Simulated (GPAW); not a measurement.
Crystal: Mg.

```
CELL_PARAMETERS angstrom
3.20930 0.00000 0.00000
-1.60465 2.77934 0.00000
0.00000 0.00000 5.21030
ATOMIC_POSITIONS crystal
Mg 0.66667 0.33333 0.75000
Mg 0.33333 0.66667 0.25000
```

- Program: GPAW 26.7.0
- Task: relaxation of cell and atoms
- Functional: PBEsol
- Dispersion: D3(BJ)
- Potentials or basis: PAW data sets generated in the run's folder for this functional
- Cutoff: 800 eV
- Basis: pw
- k mesh: 7 × 7 × 4
- Occupations: fermi-dirac, width 0.05 eV
- Spin: no spin polarisation

At the start: pressure -2.8 GPa; volume 23.24 Å³/atom.

Q: How do energy, volume and symmetry change on relaxing?

A: Over 8 steps the energy falls by 22.0 meV/atom and the volume is 21.52 Å³/atom (-7.4 %); space group P6_3/mmc (No. 194, to 0.05 Å).

The path:
| step | energy change (eV) | largest force (eV/Å) | pressure (GPa) | volume (Å³) |
| --- | --- | --- | --- | --- |
| 1 | 0.0000 | 0.0001 | -2.81 | 46.47 |
| 2 | -0.0083 | 0.0000 | -2.55 | 46.07 |
| 3 | -0.0412 | 0.0001 | 0.58 | 42.38 |
| 4 | -0.0420 | 0.0000 | 0.14 | 42.81 |
| 5 | -0.0421 | 0.0000 | 0.11 | 42.84 |
| 6 | -0.0437 | 0.0001 | -0.11 | 43.13 |
| 7 | -0.0440 | 0.0001 | -0.05 | 43.09 |
| 8 | -0.0439 | 0.0000 | -0.01 | 43.03 |

Final structure:
```cif
data_structure
_symmetry_space_group_name_H-M 'P 1'
_symmetry_Int_Tables_number 1
_cell_length_a 3.0791
_cell_length_b 3.0791
_cell_length_c 5.2411
_cell_angle_alpha 90.000
_cell_angle_beta 90.000
_cell_angle_gamma 120.000
_cell_volume 43.03
loop_
_atom_site_label
_atom_site_type_symbol
_atom_site_fract_x
_atom_site_fract_y
_atom_site_fract_z
_atom_site_occupancy
Mg1 Mg 0.66667 0.33333 0.75000 1
Mg2 Mg 0.33333 0.66667 0.25000 1
```

Caveat: later steps reuse the first step's grids; pairwise dispersion overbinds metals, which lowers pressure and volume.
